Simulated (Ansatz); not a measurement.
Two G0W0 runs on SiC (F-43m).

```
Si C
1.0
     0.00000    2.17900    2.17900
     2.17900    0.00000    2.17900
     2.17900    2.17900    0.00000
Si C
1 1
Direct
  0.00000 0.00000 0.00000
  0.25000 0.25000 0.25000
```

The cell and positions come from the Crystallography Open Database and are kept as given unless a step says otherwise.

The first (Ansatz 0.2.0; start PBE, 12×12×12 mesh, 46 empty bands, screening to 100 eV, PAW set soft_1 files; 1 × NVIDIA H100 80GB HBM3 (shared by 6 runs) with 3 threads of AMD EPYC 7R13 (Zen 3), shared host) gave, on its mesh: starting gap 1.36 eV, G0W0 gap 2.05 eV, RPA ε∞ (mean) 6.59, 2.6 min.

The second gave: starting gap 1.71 eV, G0W0 gap 2.21 eV, RPA ε∞ (mean) 6.42, 21 s.

Question: What was changed in the input? Choose among start, files, mesh, bands and cutoff, frequency model or another key.

Changed: start from PBE to r2SCAN and mesh from 12×12×12 to 6×6×6. A jump of this size in the start, with ε∞ moving the other way, marks another functional. Other changes could give like numbers; this is the one that was made.

Limits: not at the basis limit.

[Paths, hosts, dates, memory and timing lines, banners, echoed tables and standing remarks are left out of the program output.]

[Logs are printed without paths, hosts, clocks, repeated set-up lines and the standing remarks that a program may print on its own settings, such as how far it seeks lower states.]

[Runs of the session that timed out or met a known fault of the program may be left out.]

[Cells called generated may have been cut or substituted from an entry of the Crystallography Open Database or the Materials Project.]

[Hosts, paths, dates, database ids (printed as entryN), source tags and the programs' standing remarks are cut or masked in the printed files.]
